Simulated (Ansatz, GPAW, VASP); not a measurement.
## HfC: programs and potentials compared

```
Hf C
1.0
     0.00000    2.32500    2.32500
     2.32500    0.00000    2.32500
     2.32500    2.32500    0.00000
Hf C
1 1
Direct
  0.50000 0.50000 0.50000
  0.00000 0.00000 0.00000
```

Alike in all runs: task single point; functional PBE; k mesh 10 × 10 × 10; occupations gaussian, width 0.012 eV; no spin polarisation; no spin-orbit coupling. Pressure is positive in compression and, in plane waves, holds the error of the finite cutoff.

```
                        program and potentials  plane-wave cutoff (eV)                                   notes  band gap (eV)  pressure (GPa)
    GPAW, GPAW PAW data sets (gpaw-data 1.2.1)                     800  8 valence electrons an atom on average         no gap            1.27
Ansatz, all-electron LAPW, scalar-relativistic                       -                                       -         no gap            0.26
          VASP, PBE PAW files C, Hf_pv, 520 eV                     520  7 valence electrons an atom on average         no gap           -0.45
```

None finds a gap. The pressure spans -0.45 (VASP, PBE PAW files C, Hf_pv, 520 eV) to 1.27 GPa (GPAW, GPAW PAW data sets (gpaw-data 1.2.1)), with all-electron results at 0.26.

Differences between rows come from potentials, basis sets and numerical settings, since the functional is the same but for its coding. Runs on potential files found faulty are left out.

All three runs make rocksalt HfC a metal, in line with its known conductivity. Carbon 2p and hafnium 5d states mix into strongly covalent bonding bands, which the valence electrons of the formula unit nearly fill. In group 4 carbides the Fermi level therefore falls near a minimum in the density of states between these bands and the mainly metal d states above, but the two sets overlap and no gap opens.

The pressures place the cell close to the PBE equilibrium volume. Because the carbide is very stiff, even the full spread between programs corresponds to only a small change in lattice parameter. The sign does differ: GPAW and the all-electron run would expand the cell slightly, while VASP would contract it. The different treatment of the hafnium semicore shell and the incomplete plane-wave basis may both contribute. The agreement on metallicity does not establish how many carriers there are, since that depends on the band overlap and the density of states at the Fermi level.
